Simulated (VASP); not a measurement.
# KI (Fm-3m) in VASP: notebook

Aim: see how the results for KI move with the level of theory and the settings. Levels: PBEsol, LDA. Tasks: relaxation of the atoms, relaxation of cell and atoms.

All numbers are computed with VASP 6.6.1; they aren't measurements. Logs are shortened: lines on timing, memory, paths and dates and some standing lists are left out, and cuts for length are marked.

## (1) The structure

Symmetry: Fm-3m, No. 225, cubic system. Conventional cell: a = 7.066 Å, b = 7.066 Å, c = 7.066 Å, α = 90.00°, β = 90.00°, γ = 90.00°. K (site symmetry m-3m) has 6 I at 3.53 Å as nearest neighbours. I (site symmetry m-3m) has 6 K at 3.53 Å as nearest neighbours.

## (2) Relaxation of the atoms, PBEsol (a relaxed cell with its volume scaled by 1.06)

INCAR reads:

```
PREC = Accurate ; ENCUT = 600
EDIFF = 1E-7 ; ISMEAR = 0
SIGMA = 0.03 ; LREAL = False
LASPH = True ; NELM = 80
ALGO = Normal ; ISIF = 2
LWAVE = False ; LCHARG = False
GGA = PS ; IBRION = 2
NSW = 40 ; EDIFFG = -0.01
```

KPOINTS reads:

```
Automatic mesh
0
Gamma
  8 8 8
```

POSCAR reads:

```
KI                                      
1.0
    0.0000000000      3.5769269212      3.5769269212
    3.5769269212      0.0000000000      3.5769269212
    3.5769269212      3.5769269212      0.0000000000
  K               I             
     1     1
Direct
     0.0000000000000000    0.0000000000000000    0.0000000000000000
     0.5000000000000000    0.5000000000000000    0.5000000000000000
```

Potentials or basis: VASP PAW PBE potentials, release 64 (K_sv, I).

Run with:

```bash
$ cat potpaw_PBE.64/K_sv/POTCAR potpaw_PBE.64/I/POTCAR > POTCAR
$ mpirun -np 1 vasp_std > vasp.out
```

OUTCAR:

```text
PREC = Accurate
   ENCUT = 600
   EDIFF = 1E-7
   ISMEAR = 0
   LREAL = False
   LASPH = True
   NELM = 80
   ISIF = 2
   GGA = PS
   IBRION = 2
   NSW = 40
   EDIFFG = -0.01

 ion  position               nearest neighbor table
   1  0.000  0.000  0.000-   2 3.58   2 3.58   2 3.58   2 3.58   2 3.58   2 3.58
   2  0.500  0.500  0.500-   1 3.58   1 3.58   1 3.58   1 3.58   1 3.58   1 3.58

  LATTYP: Found a face centered cubic cell.
 ALAT       =     7.1538538424

  Lattice vectors:

 A1 = (   0.0000000000,   3.5769269212,   3.5769269212)
 A2 = (   3.5769269212,   0.0000000000,   3.5769269212)
 A3 = (   3.5769269212,   3.5769269212,   0.0000000000)

Analysis of symmetry for initial positions (statically):
=====================================================================
 Subroutine PRICEL returns:
 Original cell was already a primitive cell.

 Routine SETGRP: Setting up the symmetry group for a
 face centered cubic supercell.

 Subroutine GETGRP returns: Found 48 space group operations
 (whereof 48 operations were pure point group operations)
 out of a pool of 48 trial point group operations.

The static configuration has the point symmetry O_h .

Analysis of symmetry for dynamics (positions and initial velocities):
=====================================================================
 Subroutine PRICEL returns:
 Original cell was already a primitive cell.

 Routine SETGRP: Setting up the symmetry group for a
 face centered cubic supercell.

 Subroutine GETGRP returns: Found 48 space group operations
 (whereof 48 operations were pure point group operations)
 out of a pool of 48 trial point group operations.

The dynamic configuration has the point symmetry O_h .

 Subroutine INISYM returns: Found 48 space group operations
 (whereof 48 operations are pure point group operations),
 and found     1 'primitive' translations

----------------------------------------------------------------------------------------

                                     Primitive cell

  volume of cell :      91.5293

  direct lattice vectors                    reciprocal lattice vectors
     0.000000000  3.576926921  3.576926921    -0.139784796  0.139784796  0.139784796
     3.576926921  0.000000000  3.576926921     0.139784796 -0.139784796  0.139784796
     3.576926921  3.576926921  0.000000000     0.139784796  0.139784796 -0.139784796

  length of vectors
     5.058538564  5.058538564  5.058538564     0.242114369  0.242114369  0.242114369

  position of ions in fractional coordinates (direct lattice)
     0.000000000  0.000000000  0.000000000
     0.500000000  0.500000000  0.500000000

  ion indices of the primitive-cell ions
   primitive index   ion index
                 1           1
                 2           2

----------------------------------------------------------------------------------------

 KPOINTS: Automatic mesh

Automatic generation of k-mesh.
 Grid dimensions read from file:
 generate k-points for:    8    8    8

 Generating k-lattice:

  Cartesian coordinates                     Fractional coordinates (reciprocal lattice)
    -0.017473100  0.017473100  0.017473100     0.125000000  0.000000000  0.000000000
     0.017473100 -0.017473100  0.017473100     0.000000000  0.125000000  0.000000000
     0.017473100  0.017473100 -0.017473100     0.000000000  0.000000000  0.125000000

  Length of vectors
     0.030264296  0.030264296  0.030264296

  Shift w.r.t. Gamma in fractional coordinates (k-lattice)
     0.000000000  0.000000000  0.000000000

 Subroutine IBZKPT returns following result:
 ===========================================

 Found     29 irreducible k-points:

 Following reciprocal coordinates:
            Coordinates               Weight
  0.000000  0.000000  0.000000      1.000000
  0.125000  0.000000  0.000000      8.000000
  0.250000  0.000000  0.000000      8.000000
  0.375000  0.000000  0.000000      8.000000
  0.500000  0.000000  0.000000      4.000000
  0.125000  0.125000  0.000000      6.000000
[... 16 lines left out ...]
  0.500000  0.250000  0.125000     48.000000
 -0.375000  0.250000  0.125000     24.000000
 [... further k-points ...]
   k-points           NKPTS =     29   k-points in BZ     NKDIM =     29   number of bands    NBANDS=     12
   number of dos      NEDOS =    301   number of ions     NIONS =      2
   total plane-waves  NPLWV =  64000
   dimension x,y,z NGX =    40 NGY =   40 NGZ =   40
   dimension x,y,z NGXF=    80 NGYF=   80 NGZF=   80
   ions per type =               1   1
   NGX,Y,Z   is equivalent  to a cutoff of  13.15, 13.15, 13.15 a.u.
   NGXF,Y,Z  is equivalent  to a cutoff of  26.29, 26.29, 26.29 a.u.
 SYSTEM =  unknown system
   PREC   = accura    normal or accurate (medium, high low for compatibility)
   ISTART =      0    job   : 0-new  1-cont  2-samecut
   ICHARG =      2    charge: 1-file 2-atom 10-const
   ISPIN  =      1    spin polarized calculation?
   LNONCOLLINEAR =      F non collinear calculations
   LSORBIT =      F    spin-orbit coupling
   LASPH  =      T    aspherical Exc in radial PAW
   ENCUT  =  600.0 eV  44.10 Ry    6.64 a.u.  10.10 10.10 10.10*2*pi/ulx,y,z
   NELM   =     80;   NELMIN=  2; NELMDL= -5     # of ELM steps
   EDIFF  = 0.1E-06   stopping-criterion for ELM
   LREAL  =      F    real-space projection
   EDIFFG = -.1E-01   stopping-criterion for IOM
   NSW    =     40    number of steps for IOM
   IBRION =      2    ionic relax: 0-MD 1-quasi-New 2-CG
   NFREE  =      1    steps in history (QN), initial steepest desc. (CG)
   ISIF   =      2    stress and relaxation
   ISYM   =      2    0-nonsym 1-usesym 2-fastsym
   POTIM  = 0.5000    time-step for ionic-motion
   TEBEG  =    0.0;   TEEND  =   0.0 temperature during run
   PSTRESS=    0.0 pullay stress
   NELECT =      16.0000    total number of electrons
   NUPDOWN=      -1.0000    fix difference up-down
   EMIN   =  10.00;   EMAX   =-10.00  energy-range for DOS
   EFERMI =   0.00;   METHOD = LEGACY
   ISMEAR =     0;   SIGMA  =   0.03  broadening in eV -4-tet -1-fermi 0-gaus
   EFERMI_NEDOS =   21; number of points for ismear=-14 and -15
   IALGO  =     38    algorithm
   IMIX   =      4    mixing-type and parameters
     AMIX     =   0.40;   BMIX     =  1.00
     AMIX_MAG =   1.60;   BMIX_MAG =  1.00
  volume/ion in A,a.u.               =      45.76       308.84
  Fermi-wavevector in a.u.,A,eV,Ry     =   0.915366  1.729791 11.400251  0.837895
  Thomas-Fermi vector in A             =   2.040099
   LORBIT       =      0    0 simple, 1 ext, 2 COOP (PROOUT), +10 PAW based schemes
   GGA     = PS    functional components
   LHFCALC =     F    Hartree Fock is set to
   AEXX    =    0.0000 exact exchange contribution
   IVDW    =     0    specifies the selected vdW correction
   LEPSILON=     F    determine dielectric tensor
   LRPA    =     F    only Hartree local field effects (RPA)
 conjugate gradient relaxation of ions
 non-spin polarized calculation
 Gauss-broadening in eV      SIGMA  =   0.03
  energy-cutoff  :      600.00
  volume of cell :       91.53
 maximum number of plane-waves:      3119
   NGX = 21   NGY = 21   NGZ = 21

 number of electron      16.0000000 magnetization

 Free energy of the ion-electron system (eV)
  ---------------------------------------------------
  ext. energy  EPLUGINS =         0.00000000
  ---------------------------------------------------
  free energy    TOTEN  =        -5.80556486 eV

  energy without entropy =       -5.80556486  energy(sigma->0) =       -5.80556486

 E-fermi :  -0.4992     XC(G=0):  -7.1910

 val. band max:       -0.6942692044   @ k =   0.0000   0.0000   0.0000
 cond. band min:       3.0440532298   @ k =   0.0000   0.0000   0.0000
 fundamental gap:      3.7383224342
 Fermi energy:        -0.4992040248

 k-point     1 :       0.0000    0.0000    0.0000
  band No.  band energies     occupation
      1     -29.0878      2.00000
      2     -12.6354      2.00000
      3     -12.6354      2.00000
      4     -12.6354      2.00000
      5     -11.1770      2.00000
      6      -0.6943      2.00000
      7      -0.6943      2.00000
      8      -0.6943      2.00000
      9       3.0441      0.00000
     10       5.7512      0.00000
     11       5.7512      0.00000
     12       5.7512      0.00000

 k-point     2 :       0.1250    0.0000    0.0000
  band No.  band energies     occupation
      1     -29.0875      2.00000
      2     -12.6565      2.00000
      3     -12.6357      2.00000
      4     -12.6357      2.00000
      5     -11.1394      2.00000
      6      -0.9421      2.00000
      7      -0.7438      2.00000
      8      -0.7438      2.00000
      9       3.4177      0.00000
     10       5.6630      0.00000
     11       5.9147      0.00000
     12       5.9147      0.00000

 k-point     3 :       0.2500    0.0000    0.0000
  band No.  band energies     occupation
      1     -29.0869      2.00000
      2     -12.7039      2.00000
      3     -12.6365      2.00000
      4     -12.6365      2.00000
      5     -11.0515      2.00000
      6      -1.4244      2.00000
      7      -0.8575      2.00000
      8      -0.8575      2.00000
      9       4.1386      0.00000
     10       5.7510      0.00000
     11       6.3405      0.00000
     12       6.3405      0.00000

 k-point     4 :       0.3750    0.0000    0.0000
  band No.  band energies     occupation
      1     -29.0863      2.00000
      2     -12.7473      2.00000
      3     -12.6373      2.00000
      4     -12.6373      2.00000
      5     -10.9666      2.00000
      6      -1.8143      2.00000
      7      -0.9641      2.00000
      8      -0.9641      2.00000
      9       4.5525      0.00000
     10       6.3825      0.00000
     11       6.9022      0.00000
     12       6.9022      0.00000

 k-point     5 :       0.5000    0.0000    0.0000
  band No.  band energies     occupation
      1     -29.0861      2.00000
      2     -12.7642      2.00000
      3     -12.6376      2.00000
      4     -12.6376      2.00000
      5     -10.9322      2.00000
      6      -1.9586      2.00000
      7      -1.0064      2.00000
      8      -1.0064      2.00000
      9       4.6555      0.00000
     10       6.8044      0.00000
     11       7.2978      0.00000
     12       7.2978      0.00000
[... 228 lines left out ...]
      1     -29.0855      2.00000
      2     -12.6754      2.00000
      3     -12.6516      2.00000
      4     -12.6516      2.00000
      5     -11.0478      2.00000
      6      -1.6562      2.00000
      7      -1.0467      2.00000
      8      -1.0467      2.00000
      9       4.1950      0.00000
     10       4.8997      0.00000
     11       7.3400      0.00000
     12       7.7789      0.00000

 k-point    22 :       0.3750    0.2500    0.1250
  band No.  band energies     occupation
      1     -29.0865      2.00000
      2     -12.7058      2.00000
      3     -12.6463      2.00000
      4     -12.6387      2.00000
      5     -11.0260      2.00000
      6      -1.5421      2.00000
      7      -0.9820      2.00000
      8      -0.9371      2.00000
      9       4.6805      0.00000
     10       5.1097      0.00000
     11       6.7035      0.00000
     12       6.9228      0.00000

 k-point    23 :       0.5000    0.2500    0.1250
  band No.  band energies     occupation
      1     -29.0860      2.00000
      2     -12.7229      2.00000
      3     -12.6501      2.00000
      4     -12.6411      2.00000
      5     -10.9821      2.00000
      6      -1.6986      2.00000
      7      -1.1412      2.00000
      8      -1.0239      2.00000
      9       5.0555      0.00000
     10       5.6741      0.00000
     11       6.4414      0.00000
     12       7.3993      0.00000

 k-point    24 :      -0.3750    0.2500    0.1250
  band No.  band energies     occupation
      1     -29.0858      2.00000
      2     -12.7299      2.00000
      3     -12.6505      2.00000
      4     -12.6431      2.00000
      5     -10.9641      2.00000
      6      -1.7542      2.00000
      7      -1.2124      2.00000
      8      -1.0580      2.00000
      9       5.1813      0.00000
     10       6.0320      0.00000
     11       6.4724      0.00000
     12       7.4418      0.00000

 [... further k-points ...]

------------------------ aborting loop because EDIFF is reached ----------------------------------------

  FORCE on cell =-STRESS in cart. coord.  units (eV):
  Direction    XX          YY          ZZ          XY          YZ          ZX
  --------------------------------------------------------------------------------------
  -------------------------------------------------------------------------------------
  Total       -0.3515813     -0.3515813     -0.3515813     -0.0000000      0.0000000      0.0000000
  in kB       -6.1542647     -6.1542647     -6.1542647     -0.0000000      0.0000000      0.0000000
  external PRESSURE =      -6.1542647 kB  Pullay stress =       0.0000000 kB

 VOLUME and BASIS-vectors are now :
 -----------------------------------------------------------------------------
  energy-cutoff  :      600.00
  volume of cell :       91.53
      direct lattice vectors                 reciprocal lattice vectors
     0.000000000  3.576926921  3.576926921    -0.139784796  0.139784796  0.139784796
     3.576926921  0.000000000  3.576926921     0.139784796 -0.139784796  0.139784796
     3.576926921  3.576926921  0.000000000     0.139784796  0.139784796 -0.139784796

 POSITION                                       TOTAL-FORCE (eV/Angst)
 -----------------------------------------------------------------------------------
      0.00000      0.00000      0.00000        -0.000000      0.000000      0.000000
      3.57693      3.57693      3.57693         0.000000     -0.000000     -0.000000
 -----------------------------------------------------------------------------------
    total drift:                                0.000000     -0.000000     -0.000000

  FREE ENERGIE OF THE ION-ELECTRON SYSTEM (eV)
  ---------------------------------------------------
  free  energy   TOTEN  =        -5.8055648571 eV

  energy  without entropy=       -5.8055648571  energy(sigma->0) =       -5.80556486

 reached required accuracy - stopping structural energy minimisation
```

Run time: 38 s. Hardware: 1 thread of Intel Xeon Platinum 8488C (Sapphire Rapids), shared host; peak memory 0.26 GiB.

Results:

- Free energy: -5.8056 eV
- Pressure after relaxing: -0.6 GPa
- Band gap on the k mesh: 3.74 eV, direct

Final structure:
```cif
data_structure
_symmetry_space_group_name_H-M 'P 1'
_symmetry_Int_Tables_number 1
_cell_length_a 5.0585
_cell_length_b 5.0585
_cell_length_c 5.0585
_cell_angle_alpha 60.000
_cell_angle_beta 60.000
_cell_angle_gamma 60.000
_cell_volume 91.53
loop_
_atom_site_label
_atom_site_type_symbol
_atom_site_fract_x
_atom_site_fract_y
_atom_site_fract_z
_atom_site_occupancy
K1 K 0.00000 0.00000 0.00000 1
I1 I 0.50000 0.50000 0.50000 1
```

Caveat: the relaxation stopped at its first step, so nothing moved; the PAW data sets were made with another functional, which shifts forces and pressure a little; spin-orbit coupling is left out, which moves the levels of the heavy elements. A k mesh can miss the band edges.

## (3) Relaxation of cell and atoms, LDA

INCAR reads:

```
SYSTEM = KI
  PREC = Accurate
  ENCUT = 600
  EDIFF = 1E-6
  ISMEAR = 0
  SIGMA = 0.03
  LREAL = .False.
  LASPH = .True.
  NELM = 80
  ALGO = Normal
  ISIF = 3
  LWAVE = .False.
  LCHARG = .False.
  IBRION = 2
  NSW = 90
  EDIFFG = -0.01
```

KPOINTS reads:

```
regular mesh
0
Gamma
  8 8 8
  0 0 0
```

POSCAR reads:

```
KI
1.0
    0.0000000000      3.5327750000      3.5327750000
    3.5327750000      0.0000000000      3.5327750000
    3.5327750000      3.5327750000      0.0000000000
K I
1 1
Direct
    0.0000000000      0.0000000000      0.0000000000
    0.5000000000      0.5000000000      0.5000000000
```

Potentials or basis: VASP PAW LDA potentials, release 64 (K_sv, I).

Run with:

```bash
$ cat potpaw_LDA.64/K_sv/POTCAR potpaw_LDA.64/I/POTCAR > POTCAR
$ mpirun -np 1 vasp_std > vasp.out
```

Wall time 37 s (1 thread of Intel Xeon 6975P-C (Granite Rapids), shared host); peak memory 0.22 GiB.

Results (log left out):

```
Free energy                            : -6.1665 eV
Relaxed volume                         : 39.78 Å³/atom
Relaxed cell                           : a = 4.827 Å, b = 4.827 Å, c = 4.827 Å, α = 60.00°, β = 60.00°, γ = 60.00°
Space group after relaxing (to 0.05 Å) : Fm-3m (No. 225)
Energy gained by relaxing              : 18.9 meV/atom
Ionic steps                            : 4
Pressure after relaxing                : 0.0 GPa
Band gap on the k mesh                 : 3.87 eV, direct
```

Step by step:
```
step  energy change (eV)  largest force (eV/Å)  pressure (GPa)  volume (Å³)
   1              0.0000                0.0000           -1.27        88.18
   2             -0.0278                0.0000           -0.73        83.79
   3             -0.0377                0.0000           -0.06        79.90
   4             -0.0378                0.0000            0.01        79.55
```

Final structure:
```
K I
1.0
     0.00000    3.41353    3.41353
     3.41353    0.00000    3.41353
     3.41353    3.41353    0.00000
K I
1 1
Direct
  0.00000 0.00000 0.00000
  0.50000 0.50000 0.50000
```

Levels at points of the mesh, in eV from the valence-band top:
| k point | band 6 | band 7 | band 8 | band 9 | band 10 | band 11 |
| --- | --- | --- | --- | --- | --- | --- |
| (0.00, 0.00, 0.00) | 0.00 | 0.00 | 0.00 | 3.87 | 6.22 | 6.22 |
| (0.50, 0.00, 0.00) | -1.65 | -0.45 | -0.45 | 5.36 | 7.71 | 8.18 |
| (0.50, 0.50, 0.00) | -1.21 | -0.44 | -0.44 | 4.49 | 5.72 | 8.04 |

Caveat: spin-orbit coupling is left out, which moves the levels of the heavy elements. A k mesh can miss the band edges.
